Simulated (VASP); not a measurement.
# TiAl: intraband terms of a metal's spectrum

TiAl, Pm-3m (no. 221), 2 atoms in the cell. PBE, independent-particle dielectric function; PAW potentials Ti_sv, Al (PBE set).

## Input

INCAR.step1:
```
SYSTEM = TiAl
EDIFF = 1E-7
ENCUT = 320
ISMEAR = 1
KPAR = 4
LASPH = .TRUE.
LCHARG = .TRUE.
LMAXMIX = 4
LWAVE = .FALSE.
PREC = Accurate
SIGMA = 0.1
```

INCAR.step2:
```
SYSTEM = TiAl
CSHIFT = 0.1
EDIFF = 1E-6
ENCUT = 320
ICHARG = 11
ISMEAR = 0
KPAR = 4
LASPH = .TRUE.
LCHARG = .FALSE.
LMAXMIX = 4
LWAVE = .TRUE.
NBANDS = 26
NEDOS = 3000
OMEGAMAX = 30
PREC = Accurate
SIGMA = 0.3
```

INCAR.step3, as INCAR.step2 but for:
```
- LWAVE = .TRUE.
+ ALGO = None
+ ISTART = 1
+ LOPTICS = .TRUE.
+ LWAVE = .FALSE.
+ NELM = 1
```

INCAR.step4, as INCAR.step3 but for:
```
+ WPLASMAI = 0.03
```

INCAR.step5 to INCAR.step6 change the same tag again: WPLASMAI = 0.1, 0.3.

INCAR.step7, as INCAR.step6 but for:
```
- WPLASMAI = 0.3
+ RTIME = 20
```

INCAR.step8, as INCAR.step7 but for:
```
- RTIME = 20
+ RTIME = 40
```

INCAR.step9, as INCAR.step8 but for:
```
- RTIME = 40
+ LNABLA = .TRUE.
```

INCAR.step10, as INCAR.step9 but for:
```
- ISMEAR = 0
- LNABLA = .TRUE.
+ ISMEAR = -5
```

KPOINTS.step1:
```
k-points
0
Gamma
  8 8 8
```

KPOINTS.step2:
```
k-points
0
Gamma
  17 17 17
```

POSCAR:
```
TiAl
1.0
    3.1790640000      0.0000000000      0.0000000000
    0.0000000000      3.1790640000      0.0000000000
    0.0000000000      0.0000000000      3.1790640000
Ti Al
1 1
Direct
    0.0000000000      0.0000000000      0.0000000000
    0.5000000000      0.5000000000      0.5000000000
```

Commands (each step's output is kept before the next begins):
```
cat potpaw_PBE.64/Ti_sv/POTCAR potpaw_PBE.64/Al/POTCAR > POTCAR
cp INCAR.step1 INCAR
cp KPOINTS.step1 KPOINTS
mpirun -np 4 vasp_std > vasp.out
cp INCAR.step2 INCAR
cp KPOINTS.step2 KPOINTS
mpirun -np 4 vasp_std > vasp.out
cp INCAR.step3 INCAR
mpirun -np 4 vasp_std > vasp.out
cp INCAR.step4 INCAR
mpirun -np 4 vasp_std > vasp.out
cp INCAR.step5 INCAR
mpirun -np 4 vasp_std > vasp.out
cp INCAR.step6 INCAR
mpirun -np 4 vasp_std > vasp.out
cp INCAR.step7 INCAR
mpirun -np 4 vasp_std > vasp.out
cp INCAR.step8 INCAR
mpirun -np 4 vasp_std > vasp.out
cp INCAR.step9 INCAR
mpirun -np 4 vasp_std > vasp.out
cp INCAR.step10 INCAR
mpirun -np 4 vasp_std > vasp.out
```

## Result

- Bands: 26

One ground state, settings moved in the last step alone:

| Settings | Plasma frequency (eV) | Im ε at 0.5 eV | Im ε at 1 eV | Im ε at 2 eV | Im ε at 4 eV | Time (s) |
|---|---|---|---|---|---|---|
| interband part alone | 4.05 | 33.6 | 25.6 | 20.0 | 7.2 | 13 |
| Drude term, WPLASMAI 0.03 | 4.05 | 37.5 | 26.1 | 20.1 | 7.2 | 15 |
| Drude term, WPLASMAI 0.1 | 4.05 | 46.2 | 27.2 | 20.2 | 7.2 | 13 |
| Drude term, WPLASMAI 0.3 | 4.05 | 62.5 | 30.1 | 20.6 | 7.2 | 18 |
| relaxation time RTIME 20 fs | 4.05 | 37.9 | 26.1 | 20.1 | 7.2 | 15 |
| relaxation time RTIME 40 fs | 4.05 | 35.7 | 25.8 | 20.0 | 7.2 | 16 |
| transversal form (LNABLA) | 3.96 | 32.9 | 25.4 | 20.2 | 7.4 | 17 |
| tetrahedron method | – | – | – | – | – | no result |

VASP 6.6.1 took 136 s on 4 cores (Intel Xeon Platinum 8259CL @ 2.50GHz (Skylake/Cascade Lake)), a shared host.
